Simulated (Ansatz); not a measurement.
HfS₂: electrons, doping and thermopower

Plane-wave DFT in Ansatz, PBE+D3(BJ), scalar-relativistic PAW potentials, cutoff 420 eV, no spin-orbit coupling; no spin polarisation. HfS₂ in space group P-3m1. Boltzmann transport at 300 K in rigid bands with one relaxation time, bands interpolated from the k mesh 12×12×6; values are means over x, y, z.

```tsv
electrons (cm⁻³)	size of S (μV/K)	σ/τ (Ω⁻¹ m⁻¹ s⁻¹)
10^18	580.1	4.7e+16
10^19	?	4.69e+17
10^20	196.4	4.62e+18
10^21	66.5	4.29e+19
```

Q: Take the lowest doping as non-degenerate: get the effective density of states and the masses, and predict the missing S.

A: For parabolic bands and one τ, |S| = (k_B/e)(5/2 − η) with k_B/e = 86.17 μV/K and n = N e^η. The first row gives η = -4.23, N = 6.88×10¹⁹ cm⁻³ and, from N = 2.509×10¹⁹ cm⁻³ × m_d^(3/2), a density-of-states mass of 1.96 mₑ (all valleys and bands together). σ/τ = ne²/m_c gives a conductivity mass of 0.60 mₑ; m_d is 3.3 times m_c, the sign of several valleys, several bands or anisotropy. A decade of doping costs (k_B/e) ln 10 = 198.4 μV/K, which predicts 382 μV/K; the run gave 382.9. There η is about -1.9, where Fermi statistics begin to count, but their first corrections to η and to the mean carrier energy nearly cancel, so the rule still holds. At 10^21 cm⁻³ the rule would give -15 μV/K against 66.5: the gas is degenerate there. Scattering that depends on energy changes the 5/2, and whether such doping can be reached wasn't computed.

Spin-orbit coupling, left out, matters for bands of heavy elements.

Cost: about 8.2 core-minutes for the runs cited, on AMD EPYC 9R45 (Zen 5) (shared hosts).

The thermopower falls with doping because the Fermi level climbs towards and then into the conduction band, so each electron carries less entropy. Conductivity grows almost in proportion to carrier density, but lags slightly at 10^21 cm⁻³, which suggests that filling reaches less dispersive parts of the band. The power factor at fixed relaxation time therefore rises steeply at first, then barely changes between 10^20 and 10^21 cm⁻³, where the loss in S nearly cancels the gain in carriers. In a real crystal, ionised dopants would probably shorten the relaxation time and favore the lower end of that range.

The large density-of-states mass beside a light conductivity mass fits the Hf 5d conduction band of this structure, with its equivalent valleys at the zone boundary: they add states without making each electron heavier along its easy directions. Weak coupling across the van der Waals gap probably adds anisotropy, but the directional means can't separate the two contributions or show how far transport within the layers exceeds that across them.
